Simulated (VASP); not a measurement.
**VASP inputs for InSb (rocksalt)**

INCAR

```
ISMEAR = -1
NSW = 0
ISIF = 2
EDIFF = 1E-7
LASPH = .TRUE.
ENCUT = 520
SIGMA = 0.02
NBANDS = 16
LCHARG = .FALSE.
LREAL = .FALSE.
GGA = PE
PREC = Accurate
LWAVE = .FALSE.
NELM = 120
IBRION = -1
```

KPOINTS

```
KPOINTS created by Atomic Simulation Environment
0
Gamma
8 8 8
0 0 0
```

KPOINTS_OPT

```
special points
7
Reciprocal
0.0000000000 0.0000000000 0.0000000000 1
0.5000000000 0.0000000000 0.5000000000 1
0.5000000000 0.2500000000 0.7500000000 1
0.3750000000 0.3750000000 0.7500000000 1
0.5000000000 0.5000000000 0.5000000000 1
0.6250000000 0.2500000000 0.6250000000 1
0.1875000000 0.1875000000 0.3750000000 1
```

POSCAR

```
In Sb
 1.0000000000000000
    -0.0000000000000000    3.0422106455851798    3.0422106455851798
     3.0422106455851798    0.0000000000000000    3.0422106455851798
     3.0422106455851798    3.0422106455851798    0.0000000000000000
 In  Sb
   1   1
Cartesian
 -0.0000000000000000 -0.0000000000000000  0.0000000000000000
  3.0422106455851798  3.0422106455851798  3.0422106455851798
```

VASP ran with the recommended PBE PAW datasets (18 valence electrons in the cell).

Problem. What does this run give?

Solution. gap between bands v and c -2.77 eV (bands overlap: a metal); least direct gap 0.00 eV; pressure 1.7 GPa.

Band v is the last that the valence electrons fill when counted band by band, and c is the next. Levels in eV from the top of v:

| point | v−1 | v | c | c+1 |
| --- | --- | --- | --- | --- |
| Γ | -0.64 | -0.64 | -0.64 | 5.55 |
| X | -3.89 | -2.77 | -2.77 | 2.61 |
| W | -4.19 | -4.19 | 1.42 | 2.81 |
| K | -4.63 | -2.15 | -1.01 | 4.44 |
| L | -0.25 | -0.25 | 1.63 | 1.89 |
